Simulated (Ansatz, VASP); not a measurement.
## One calculation of CdTe, two programs

```xyz
2
Lattice="0.0000 3.3087 3.3087 3.3087 0.0000 3.3087 3.3087 3.3087 0.0000" Properties=species:S:1:pos:R:3 pbc="T T T"
Cd    0.0000    0.0000    0.0000
Te    4.9630    4.9630    4.9630
```

Alike in both runs: functional PBE; k mesh 10 × 10 × 10; occupations gaussian, width 0.02 eV; no spin polarisation.

Ansatz relaxed the structure, and its values are those at the end. VASP's run is a single point on that final structure, the one shown.

```csv
,VASP,Ansatz
version,VASP 6.6.1,Ansatz 0.2.0
potentials or method,"VASP PAW PBE potentials, release 64 (Cd, Te)","scalar-relativistic, plane waves, PAW"
plane-wave cutoff (eV),520,420
valence electrons in the cell,18,36
```

Ansatz gave:

```
gap on the k mesh at the Fermi level (eV) : 0.59
least direct gap on the mesh (eV)         : 0.59
pressure (GPa)                            : 0.0
```

Problem. Which values does VASP return?

Solution. gap on the k mesh at the Fermi level (eV): 0.58; least direct gap on the mesh (eV): 0.58; pressure (GPa): 0.1.

The functional is the same, so the differences come from potentials, cutoffs and numerics. The two sets of potentials don't hold the same shells in valence.

Caveats: spin-orbit coupling is left out, which moves the levels of the heavy elements.
